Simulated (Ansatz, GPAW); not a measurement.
# benzoquinonedithiol between two Pd chains: relaxation, then transmission at several levels

How well does benzoquinonedithiol between two Pd chains conduct once its atoms have relaxed, and how much do cheaper levels lose?

Method: Ansatz plane waves; relaxation of the junction with the lead ends held; PAW set soft_1, in the first sound run; inputs show where later runs differ, in GPAW 26.7.0 and Ansatz 0.2.0.

## 1. The structure

The cell holds 28 atoms: 16 Pd, 2 S, 2 H, 6 C and 2 O. Cell: a = 11.831 Å, b = 9.000 Å, c = 46.887 Å, α = 90.0°, β = 90.0°, γ = 90.0°. Regions: left lead, 8 atoms (8 Pd); channel, 12 atoms (2 S, 2 H, 6 C and 2 O); right lead, 8 atoms (8 Pd). Vacuum lies along a and b. The structure is stacked along c, and the current runs across the ab planes.

## 2. Relaxing the atoms

Transmission follows bond lengths closely, so the atoms between the held lead ends are relaxed first, from a slightly shaken start that lets symmetry break.

input.yaml

```yaml
crystal:
  lattice:
    - [11.8310036359, 0.0, 0.0]
    - [0.0, 9.0, 0.0]
    - [0.0, 0.0, 46.8873084144]
  atoms:
    - { symbol: Pd, position: [0.5, 0.5, 0.0266596664] }
    - { symbol: Pd, position: [0.5, 0.5, 0.0799789992] }
    - { symbol: Pd, position: [0.5, 0.5, 0.1332983319] }
    - { symbol: Pd, position: [0.5, 0.5, 0.1866176647] }
    - { symbol: Pd, position: [0.5, 0.5, 0.2399369975] }
    - { symbol: Pd, position: [0.5, 0.5, 0.2932563302] }
    - { symbol: Pd, position: [0.4969397791, 0.5004378597, 0.3464278637] }
    - { symbol: Pd, position: [0.4986707427, 0.5009711253, 0.4004890028] }
    - { symbol: S, position: [0.3765253858, 0.4960630879, 0.4402356538] }
    - { symbol: H, position: [0.6131269897, 0.5033191347, 0.4547547541] }
    - { symbol: C, position: [0.4495318874, 0.4961241083, 0.4733640104] }
    - { symbol: C, position: [0.5585067331, 0.4980843912, 0.4739264982] }
    - { symbol: C, position: [0.3842116196, 0.4997808893, 0.4989730201] }
    - { symbol: O, position: [0.2690185107, 0.5030543892, 0.4988920249] }
    - { symbol: O, position: [0.7270398074, 0.5057981857, 0.4998464092] }
    - { symbol: C, position: [0.6208689693, 0.5040531393, 0.5020617296] }
    - { symbol: C, position: [0.4404035618, 0.4967014782, 0.5257800931] }
    - { symbol: C, position: [0.5503564569, 0.5007275667, 0.5280466302] }
    - { symbol: H, position: [0.3861541442, 0.5005069886, 0.5452593961] }
    - { symbol: S, position: [0.6214455754, 0.5001005384, 0.5587409844] }
    - { symbol: Pd, position: [0.4978603766, 0.5025309486, 0.6004170264] }
    - { symbol: Pd, position: [0.5032499126, 0.4946710963, 0.6539178764] }
    - { symbol: Pd, position: [0.5, 0.5, 0.7067436698] }
    - { symbol: Pd, position: [0.5, 0.5, 0.7600630025] }
    - { symbol: Pd, position: [0.5, 0.5, 0.8133823353] }
    - { symbol: Pd, position: [0.5, 0.5, 0.8667016681] }
    - { symbol: Pd, position: [0.5, 0.5, 0.9200210008] }
    - { symbol: Pd, position: [0.5, 0.5, 0.9733403336] }
kpoints:
  mp_grid: { grid: [1, 1, 2] }
hamiltonian:
  xc: pbe
  pseudopotentials: { kind: paw, azcp: { folder: soft_1 } }
scf:
  occupations: { method: fermi_dirac, width: 0.1 }
relax:
  f_tol: 0.03
  max_steps: 80
  constraints: [{ sites: [0, 1, 2, 3, 4, 5, 22, 23, 24, 25, 26, 27] }]
```

The run is started by

```sh
> ansatz run input.yaml --threads 4 --pin off --max-ram 8192MiB --backend cpu --events-out ev --progress --plain --runs-dir out
```

Numbers of over 12 decimals in the logs are rounded to 6 here.

The program printed:

```text
Engine: ansatz 0.2.0, aarch64-unknown-linux-gnu
Pseudopotentials: kind: paw
Pseudopotential: Pd, paw, valence charge 18, recommended cutoff 420 eV (normal), soft_1/Pd.paw.azcp
Pseudopotential: S, paw, valence charge 6, recommended cutoff 420 eV (normal), soft_1/S.paw.azcp
Pseudopotential: H, paw, valence charge 1, recommended cutoff 420 eV (normal), soft_1/H.paw.azcp
Pseudopotential: C, paw, valence charge 4, recommended cutoff 420 eV (normal), soft_1/C.paw.azcp
Pseudopotential: O, paw, valence charge 6, recommended cutoff 420 eV (normal), soft_1/O.paw.azcp
Functional definition: PBE
  parameter kappa = 0.804
  parameter beta = 0.066725
  exchange = pbe_x(kappa = kappa, mu = beta*pi^2/3)
  correlation = pbe_c(beta = beta)
Crystal: 28 atoms, lattice volume = 4992.515 Å³
Basis set: ecut = 420 eV, 97469 PW (Γ), exchange–correlation on 160×128×640 points (8 copies of the dense FFT grid, shifted against one another)
Bands: 203, of which v1, the nominal top of the filled ones, is band 169 counted from 1 (168 counted from 0)
Symmetry: 1 space group operations
Space group: P1 (ITA 1), of the structure as read, at distance tolerance 1.7e-4 Å
k-points: 2
Non-local potential: Pd, projectors of the file, l = 0: 2, l = 1: 2, l = 2: 2, l = 3: 1
Non-local potential: S, projectors of the file, l = 0: 2, l = 1: 2, l = 2: 1
Non-local potential: H, projectors of the file, l = 0: 2, l = 1: 1
Non-local potential: C, projectors of the file, l = 0: 2, l = 1: 2, l = 2: 1
Non-local potential: O, projectors of the file, l = 0: 2, l = 1: 2, l = 2: 1
PAW form: soft (Blöchl's): semilocal exchange-correlation on the pseudo side does not see the compensation charge
PAW one-centre angular grid: Pd, 590 points (default); XC on 64 Gauss nodes
PAW one-centre angular grid: S, 110 points (default); XC on 64 Gauss nodes
PAW one-centre angular grid: H, 110 points (default); XC on 64 Gauss nodes
PAW one-centre angular grid: C, 110 points (default); XC on 64 Gauss nodes
PAW one-centre angular grid: O, 110 points (default); XC on 64 Gauss nodes
Initial density: superposition of atomic densities (neutral atoms: chi_scale 0, normalization atom)
Initial wavefunctions: pseudopotential atomic-orbital guess
Functional: x = pbe(κ = 0.804, μ = 0.219515), c = pbe(β = 0.066725)
SCF iter   1: F=—  HF=-116038.584223 eV  |F-HF|=—  |Δ(HF+E_count)|=         —  Δρ=5.53e-2  dr2=5.46e2  ethr=3.10e-3  ⟨swp⟩=13.0  Hψ=2174  notcnv=0
preconditioner: auto → LDOS  [metal: Δε(μ)=0.141 eV  Ē_g=4.489 eV  σ=0.100 eV  W_gap=0.34  n_scr=430 (ndim 8)  ℏωp=7.4 eV  f_vac=0.818  D(μ)=33.29/eV (n_scr^D=118)  β→1.0]
SCF iter   2: F=—  HF=-116078.863283 eV  |F-HF|=—  |Δ(HF+E_count)|=    4.03e1  Δρ=8.41e-2  dr2=1.46e3  ethr=3.10e-3  ⟨swp⟩=18.0  Hψ=2434  notcnv=0  defer=3  recentre
SCF iter   3: F=—  HF=-116017.826258 eV  |F-HF|=—  |Δ(HF+E_count)|=    6.10e1  Δρ=3.27e-2  dr2=1.04e2  ethr=3.10e-3  ⟨swp⟩=5.0  Hψ=1298  notcnv=0  defer=38
SCF iter   4: F=—  HF=-116004.742234 eV  |F-HF|=—  |Δ(HF+E_count)|=    1.31e1  Δρ=1.64e-2  dr2=4.99e1  ethr=3.10e-3  ⟨swp⟩=5.5  Hψ=996  notcnv=0  defer=19
SCF iter   5: F=—  HF=-115999.407781 eV  |F-HF|=—  |Δ(HF+E_count)|=    5.33e0  Δρ=7.66e-3  dr2=6.82e0  ethr=3.10e-3  ⟨swp⟩=5.0  Hψ=747  notcnv=0  defer=22
SCF iter   6: F=—  HF=-115999.113939 eV  |F-HF|=—  |Δ(HF+E_count)|=   2.94e-1  Δρ=1.40e-2  dr2=3.20e1  ethr=2.02e-3  ⟨swp⟩=3.0  Hψ=732  notcnv=0  defer=23  recentre
SCF iter   7: F=—  HF=-115998.719412 eV  |F-HF|=—  |Δ(HF+E_count)|=   3.95e-1  Δρ=3.66e-3  dr2=1.41e0  ethr=2.02e-3  ⟨swp⟩=2.0  Hψ=693  notcnv=0  defer=23
SCF iter   8: F=—  HF=-115998.690912 eV  |F-HF|=—  |Δ(HF+E_count)|=   2.85e-2  Δρ=1.88e-3  dr2=7.78e-1  ethr=4.17e-4  ⟨swp⟩=2.5  Hψ=639  notcnv=0  defer=23
SCF iter   9: F=—  HF=-115998.704388 eV  |F-HF|=—  |Δ(HF+E_count)|=   1.35e-2  Δρ=1.37e-3  dr2=7.53e-1  ethr=2.30e-4  ⟨swp⟩=1.0  Hψ=468  notcnv=0  defer=23
SCF iter  10: F=—  HF=-115998.688974 eV  |F-HF|=—  |Δ(HF+E_count)|=   1.54e-2  Δρ=6.62e-4  dr2=3.37e-2  ethr=2.23e-4  ⟨swp⟩=1.0  Hψ=383  notcnv=0  defer=23
SCF iter  11: F=—  HF=-115998.687656 eV  |F-HF|=—  |Δ(HF+E_count)|=   1.32e-3  Δρ=4.48e-4  dr2=5.47e-2  ethr=9.96e-6  ⟨swp⟩=2.0  Hψ=619  notcnv=0  defer=23
SCF iter  12: F=—  HF=-115998.687272 eV  |F-HF|=—  |Δ(HF+E_count)|=   3.84e-4  Δρ=2.67e-4  dr2=1.12e-2  ethr=9.96e-6  ⟨swp⟩=2.0  Hψ=424  notcnv=0  defer=23
SCF iter  13: F=—  HF=-115998.687585 eV  |F-HF|=—  |Δ(HF+E_count)|=   3.13e-4  Δρ=1.37e-4  dr2=2.77e-3  ethr=3.30e-6  ⟨swp⟩=2.0  Hψ=539  notcnv=0  defer=23
SCF iter  14: F=—  HF=-115998.687764 eV  |F-HF|=—  |Δ(HF+E_count)|=   1.79e-4  Δρ=5.02e-5  dr2=3.93e-4  ethr=8.19e-7  ⟨swp⟩=2.0  Hψ=562  notcnv=0  defer=23
SCF iter  15: F=—  HF=-115998.687847 eV  |F-HF|=—  |Δ(HF+E_count)|=   8.36e-5  Δρ=2.61e-5  dr2=7.76e-5  ethr=1.16e-7  ⟨swp⟩=2.0  Hψ=579  notcnv=0  defer=23
SCF iter  16: F=-115998.687853 eV  HF=-115998.687855 eV  |F-HF|=2.71e-6  |Δ(HF+E_count)|=   7.83e-6  Δρ=1.38e-5  dr2=1.68e-5  ethr=6.66e-9  ⟨swp⟩=4.0  Hψ=1464  notcnv=0
SCF 1 converged in 16 iterations: F = -115998.687853 eV  dr2 = 1.68e-5
  greatest PAW one-centre occupation: 1.000 electrons in one spin orbital (limit 2), on the Pd atom at site 6 (counted from 0), in its partial waves of l = 0
relax step   1: F+E_penalty+E_count = -115998.68785256 eV  Δ(F+E_penalty+E_count) = +0.000e0 eV  max|allowed force component| = 6.229e0 eV/Å  Δτ_max = 0.0000 Å  (16 SCF iters, dr2 threshold 2.25e-5 eV, accepted)
Initial density: handed on by an earlier stage of this run
Initial wavefunctions: those handed on with the density
iter 1 solved again at ethr=3.34e-4 eV; its pass at ethr=3.10e-3 eV (dr2=1.13e0 eV) is discarded
SCF iter   1: F=—  HF=-115999.861984 eV  |F-HF|=—  |Δ(HF+E_count)|=         —  Δρ=5.83e-3  dr2=1.11e0  ethr=3.34e-4  ⟨swp⟩=1.0  Hψ=1709  notcnv=0  defer=18
preconditioner: auto → LDOS  [metal: Δε(μ)=0.004 eV  Ē_g=5.099 eV  σ=0.100 eV  W_gap=0.01  n_scr=430 (ndim 8)  ℏωp=7.5 eV  f_vac=0.810  D(μ)=55.78/eV (n_scr^D=240)  β→1.0]
SCF iter   2: F=—  HF=-115999.765607 eV  |F-HF|=—  |Δ(HF+E_count)|=   9.64e-2  Δρ=1.89e-3  dr2=1.95e-1  ethr=3.29e-4  ⟨swp⟩=3.0  Hψ=646  notcnv=0  defer=18
SCF iter   3: F=—  HF=-115999.733874 eV  |F-HF|=—  |Δ(HF+E_count)|=   3.17e-2  Δρ=7.26e-4  dr2=4.02e-2  ethr=5.78e-5  ⟨swp⟩=3.0  Hψ=803  notcnv=0  defer=22
SCF iter   4: F=—  HF=-115999.727768 eV  |F-HF|=—  |Δ(HF+E_count)|=   6.11e-3  Δρ=2.49e-4  dr2=5.98e-3  ethr=1.19e-5  ⟨swp⟩=3.0  Hψ=584  notcnv=0  defer=22
SCF iter   5: F=—  HF=-115999.727606 eV  |F-HF|=—  |Δ(HF+E_count)|=   1.62e-4  Δρ=1.18e-4  dr2=1.70e-3  ethr=1.77e-6  ⟨swp⟩=2.0  Hψ=572  notcnv=0  defer=22
[...]
SCF 3 converged in 8 iterations: F = -115999.984326 eV  dr2 = 4.26e-5
  greatest PAW one-centre occupation: 1.000 electrons in one spin orbital (limit 2), on the Pd atom at site 21 (counted from 0), in its partial waves of l = 0
relax step   3: F+E_penalty+E_count = -115999.98432576 eV  Δ(F+E_penalty+E_count) = -2.565e-1 eV  max|allowed force component| = 1.529e0 eV/Å  Δτ_max = 0.1943 Å  (8 SCF iters, dr2 threshold 1.00e-4 eV, accepted)
[...]
relax step   4: F+E_penalty+E_count = -116000.10855841 eV  Δ(F+E_penalty+E_count) = -1.242e-1 eV  max|allowed force component| = 4.168e-1 eV/Å  Δτ_max = 0.2000 Å  (8 SCF iters, dr2 threshold 1.00e-4 eV, accepted)
[...]
relax step   5: F+E_penalty+E_count = -116000.15990981 eV  Δ(F+E_penalty+E_count) = -5.135e-2 eV  max|allowed force component| = 2.634e-1 eV/Å  Δτ_max = 0.1452 Å  (8 SCF iters, dr2 threshold 1.29e-5 eV, accepted)
[...]
relax step   6: F+E_penalty+E_count = -116000.17134818 eV  Δ(F+E_penalty+E_count) = -1.144e-2 eV  max|allowed force component| = 8.728e-2 eV/Å  Δτ_max = 0.0993 Å  (9 SCF iters, dr2 threshold 5.15e-6 eV, accepted)
[...]
relax step   7: F+E_penalty+E_count = -116000.17573907 eV  Δ(F+E_penalty+E_count) = -4.391e-3 eV  max|allowed force component| = 1.939e-2 eV/Å  Δτ_max = 0.0514 Å  (10 SCF iters, accepted)
SCF iter   1: F=—  HF=-116000.192800 eV  |F-HF|=—  |Δ(HF+E_count)|=         —  Δρ=1.73e-3  dr2=1.18e-1  ethr=3.28e-4  ⟨swp⟩=4.5  Hψ=869  notcnv=0  defer=26
preconditioner: auto → LDOS  [metal: Δε(μ)=0.002 eV  Ē_g=5.179 eV  σ=0.100 eV  W_gap=0.00  n_scr=430 (ndim 8)  ℏωp=7.5 eV  f_vac=0.809  D(μ)=56.48/eV (n_scr^D=240)  β→1.0]
SCF iter   2: F=—  HF=-116000.185206 eV  |F-HF|=—  |Δ(HF+E_count)|=   7.59e-3  Δρ=7.06e-4  dr2=4.68e-2  ethr=3.50e-5  ⟨swp⟩=2.0  Hψ=779  notcnv=0  defer=26
SCF iter   3: F=—  HF=-116000.176495 eV  |F-HF|=—  |Δ(HF+E_count)|=   8.71e-3  Δρ=2.63e-4  dr2=8.38e-3  ethr=1.38e-5  ⟨swp⟩=2.0  Hψ=682  notcnv=0  defer=26
SCF iter   4: F=—  HF=-116000.176080 eV  |F-HF|=—  |Δ(HF+E_count)|=   4.14e-4  Δρ=1.27e-4  dr2=1.54e-3  ethr=2.48e-6  ⟨swp⟩=2.0  Hψ=571  notcnv=0  defer=26
SCF iter   5: F=—  HF=-116000.176169 eV  |F-HF|=—  |Δ(HF+E_count)|=   8.87e-5  Δρ=6.41e-5  dr2=5.16e-4  ethr=4.55e-7  ⟨swp⟩=2.0  Hψ=577  notcnv=0  defer=26
SCF iter   6: F=—  HF=-116000.176225 eV  |F-HF|=—  |Δ(HF+E_count)|=   5.54e-5  Δρ=4.39e-5  dr2=2.16e-4  ethr=1.53e-7  ⟨swp⟩=2.0  Hψ=496  notcnv=0  defer=26
SCF iter   7: F=—  HF=-116000.176235 eV  |F-HF|=—  |Δ(HF+E_count)|=   1.07e-5  Δρ=1.63e-5  dr2=2.62e-5  ethr=6.41e-8  ⟨swp⟩=2.0  Hψ=530  notcnv=0  defer=26
SCF iter   8: F=—  HF=-116000.176900 eV  |F-HF|=—  |Δ(HF+E_count)|=   6.65e-4  Δρ=5.33e-6  dr2=2.54e-6  ethr=7.74e-9  ⟨swp⟩=2.0  Hψ=599  notcnv=0  defer=26
SCF iter   9: F=—  HF=-116000.176902 eV  |F-HF|=—  |Δ(HF+E_count)|=   2.12e-6  Δρ=2.69e-6  dr2=8.82e-7  ethr=7.51e-10  ⟨swp⟩=2.0  Hψ=590  notcnv=0  defer=26
SCF iter  10: F=—  HF=-116000.176903 eV  |F-HF|=—  |Δ(HF+E_count)|=   3.14e-7  Δρ=1.19e-6  dr2=1.44e-7  ethr=2.61e-10  ⟨swp⟩=2.0  Hψ=565  notcnv=0  defer=26
SCF iter  11: F=-116000.176903 eV  HF=-116000.176903 eV  |F-HF|=5.40e-8  |Δ(HF+E_count)|=   9.78e-8  Δρ=6.32e-7  dr2=4.26e-8  ethr=2.96e-11  ⟨swp⟩=4.0  Hψ=1277  notcnv=0
SCF 8 converged in 11 iterations: F = -116000.176903 eV  dr2 = 4.26e-8
relax step   8: F+E_penalty+E_count = -116000.17690289 eV  Δ(F+E_penalty+E_count) = -1.164e-3 eV  max|allowed force component| = 2.254e-2 eV/Å  Δτ_max = 0.0627 Å  (11 SCF iters, accepted)
SCF converged after 11 iterations
Free energy (F): -116000.176903 eV
Harris-Foulkes:  -116000.176903 eV  (|F-HF|=5.40e-8)
Internal energy: -115998.383042 eV  (E = F + TS)
E sigma→0 (E₀):  -115999.279973 eV
Entropy (-TS):   -1.793861 eV (-64.066 meV/atom)
Fermi energy:    -3.968522 eV
--- Per-component energies (eV) ---
  E_band       = -9271.596492
  E_kinetic    = 8297.437464
  E_local      = -119289.065347  (includes V_loc(G=0)·N_el)
  E_nonlocal   = 6291.713369
  E_hartree    = 52959.661144
  E_xc         = -2780.100269
  E_vxc        = -3439.106967  (∫ρ·V_xc dr)
  E_paw        = -63159.670191  (= ΣΔE_a)
  E_vpaw       = -7051.901262  (= ΣTr[D̂ρ^β])
  E_aug_tail   = 0.003272  (compensation charges beyond the density's cutoff)
  E_ewald      = 1681.637515
  E_smearing   = -1.793861  (= −TS)
  E_closure    = -0.000000  (closes the sum)
  Σ components = -116000.176903   (vs F -116000.176903, Δ=0.00e0)
--- Forces (eV/Å), atoms counted from 1 ---
  atom   1  Pd     0.00042375     0.00000786    -0.00504487
  atom   2  Pd    -0.00080222    -0.00002189     0.00415112
  atom   3  Pd     0.00059598     0.00000852     0.01695197
  atom   4  Pd     0.00170058    -0.00000178    -0.01770860
  atom   5  Pd    -0.01318412    -0.00018448     0.05443620
  atom   6  Pd     0.01491944     0.00039461     0.10404878
  atom   7  Pd     0.00418664     0.00023992    -0.00217281
  atom   8  Pd    -0.00305201    -0.00016951    -0.00205968
  atom   9  S      0.00523297     0.00062819     0.00947244
  atom  10  H      0.00843403     0.00062654     0.00902622
  atom  11  C     -0.00159437    -0.00558204     0.02254059
  atom  12  C     -0.01823682    -0.00359193    -0.01426356
  atom  13  C      0.01288540     0.00939955    -0.00237307
  atom  14  O      0.00256713    -0.00249386     0.00040873
  atom  15  O     -0.01624890    -0.00357064    -0.01076884
  atom  16  C      0.00804719     0.01218631     0.01588003
  atom  17  C      0.00618738    -0.00255317    -0.00116453
  atom  18  C      0.00764488    -0.00711537    -0.00286446
  atom  19  H     -0.00502621     0.00074781    -0.00731721
  atom  20  S     -0.00976945     0.00099379    -0.01728876
  atom  21  Pd     0.00256964    -0.00074350     0.00028356
  atom  22  Pd    -0.00411782     0.00051523     0.00204755
  atom  23  Pd    -0.01465351     0.00070164    -0.10351768
  atom  24  Pd     0.01323910    -0.00030209    -0.05450046
  atom  25  Pd    -0.00171490    -0.00007552     0.01791220
  atom  26  Pd    -0.00059300     0.00000612    -0.01702455
  atom  27  Pd     0.00078941    -0.00004503    -0.00412115
  atom  28  Pd    -0.00042975    -0.00000278     0.00503093
  max |Σ_I F_I| component: 2.49e-6 eV/Å
--- Relaxed structure (8 steps of the walk, 8 accepted, 0 SCFs on fresh bases) ---
  F+E_penalty+E_count = -116000.17690289 eV   max|allowed force component| = 2.254e-2 eV/Å
  atoms:
    - { symbol: Pd, position: [0.5, 0.5, 0.0266596664] }
    - { symbol: Pd, position: [0.5, 0.5, 0.0799789992] }
    - { symbol: Pd, position: [0.5, 0.5, 0.1332983319] }
    - { symbol: Pd, position: [0.5, 0.5, 0.1866176647] }
    - { symbol: Pd, position: [0.5, 0.5, 0.2399369975] }
    - { symbol: Pd, position: [0.5, 0.5, 0.293256] }
    - { symbol: Pd, position: [0.477854, 0.499583, 0.347334] }
    - { symbol: Pd, position: [0.551901, 0.501059, 0.400266] }
    - { symbol: S, position: [0.421219, 0.499711, 0.434423] }
    - { symbol: H, position: [0.654183, 0.501444, 0.463000] }
    - { symbol: C, position: [0.473800, 0.500020, 0.469120] }
    - { symbol: C, position: [0.584029, 0.500870, 0.478115] }
    - { symbol: C, position: [0.381698, 0.499023, 0.491743] }
    - { symbol: O, position: [0.281098, 0.497964, 0.485098] }
    - { symbol: O, position: [0.718888, 0.501655, 0.514886] }
    - { symbol: C, position: [0.618279, 0.500982, 0.508215] }
    - { symbol: C, position: [0.415992, 0.499538, 0.521854] }
    - { symbol: C, position: [0.526209, 0.500522, 0.530831] }
    - { symbol: H, position: [0.345801, 0.498961, 0.536959] }
    - { symbol: S, position: [0.578897, 0.501110, 0.565534] }
    - { symbol: Pd, position: [0.448361, 0.501171, 0.599729] }
    - { symbol: Pd, position: [0.522220, 0.499273, 0.652671] }
    - { symbol: Pd, position: [0.5, 0.5, 0.706744] }
    - { symbol: Pd, position: [0.5, 0.5, 0.7600630025] }
    - { symbol: Pd, position: [0.5, 0.5, 0.8133823353] }
    - { symbol: Pd, position: [0.5, 0.5, 0.866702] }
    - { symbol: Pd, position: [0.5, 0.5, 0.9200210008] }
    - { symbol: Pd, position: [0.5, 0.5, 0.973340] }
```

It took 5.7 min on 4 threads of Arm Neoverse V1, shared host; peak memory 5.6 GiB; 22 min of CPU time.

Step by step:

| step | energy less that of the first step (eV) | largest force component (eV/Å) |
| --- | --- | --- |
| 1 | 0.0000 | 6.2289 |
| 2 | -1.0399 | 3.6816 |
| 3 | -1.2965 | 1.5295 |
| 4 | -1.4207 | 0.4168 |
| 5 | -1.4721 | 0.2634 |
| 6 | -1.4835 | 0.0873 |
| 7 | -1.4879 | 0.0194 |
| 8 | -1.4891 | 0.0225 |

The atoms that moved most (Å):

| atom | dx | dy | dz | length |
| --- | --- | --- | --- | --- |
| O15 | -0.096 | -0.037 | 0.705 | 0.713 |
| O14 | 0.143 | -0.046 | -0.647 | 0.664 |
| Pd8 | 0.630 | 0.001 | -0.010 | 0.630 |
| H10 | 0.486 | -0.017 | 0.387 | 0.621 |
| H19 | -0.477 | -0.014 | -0.389 | 0.616 |
| S9 | 0.529 | 0.033 | -0.273 | 0.596 |
| S20 | -0.503 | 0.009 | 0.319 | 0.596 |
| Pd21 | -0.586 | -0.012 | -0.032 | 0.587 |

Final coordinates:

```cif
data_structure
_symmetry_space_group_name_H-M 'P 1'
_symmetry_Int_Tables_number 1
_cell_length_a 11.8310
_cell_length_b 9.0000
_cell_length_c 46.8873
_cell_angle_alpha 90.000
_cell_angle_beta 90.000
_cell_angle_gamma 90.000
_cell_volume 4992.52
loop_
_atom_site_label
_atom_site_type_symbol
_atom_site_fract_x
_atom_site_fract_y
_atom_site_fract_z
_atom_site_occupancy
Pd1 Pd 0.50000 0.50000 0.02666 1
Pd2 Pd 0.50000 0.50000 0.07998 1
Pd3 Pd 0.50000 0.50000 0.13330 1
Pd4 Pd 0.50000 0.50000 0.18662 1
Pd5 Pd 0.50000 0.50000 0.23994 1
Pd6 Pd 0.50000 0.50000 0.29326 1
Pd7 Pd 0.47785 0.49958 0.34733 1
Pd8 Pd 0.55190 0.50106 0.40027 1
S9 S 0.42122 0.49971 0.43442 1
H10 H 0.65418 0.50144 0.46300 1
C11 C 0.47380 0.50002 0.46912 1
C12 C 0.58403 0.50087 0.47811 1
C13 C 0.38170 0.49902 0.49174 1
O14 O 0.28110 0.49796 0.48510 1
O15 O 0.71889 0.50165 0.51489 1
C16 C 0.61828 0.50098 0.50822 1
C17 C 0.41599 0.49954 0.52185 1
C18 C 0.52621 0.50052 0.53083 1
H19 H 0.34580 0.49896 0.53696 1
S20 S 0.57890 0.50111 0.56553 1
Pd21 Pd 0.44836 0.50117 0.59973 1
Pd22 Pd 0.52222 0.49927 0.65267 1
Pd23 Pd 0.50000 0.50000 0.70674 1
Pd24 Pd 0.50000 0.50000 0.76006 1
Pd25 Pd 0.50000 0.50000 0.81338 1
Pd26 Pd 0.50000 0.50000 0.86670 1
Pd27 Pd 0.50000 0.50000 0.92002 1
Pd28 Pd 0.50000 0.50000 0.97334 1
```

This step gave:

```yaml
free_energy: -116000.1769 eV
smearing_term_ts: 1.794 eV
symmetry_operations: 1
```

The relaxation lowered the energy of the cell by 1.49 eV.

[end of part 1 of 4]

[Logs are printed without paths, hosts, clocks, repeated set-up lines and the standing remarks that a program may print on its own settings, such as how far it seeks lower states.]

[Hosts, paths, dates, database ids (printed as entryN), source tags and the programs' standing remarks are cut or masked in the printed files.]
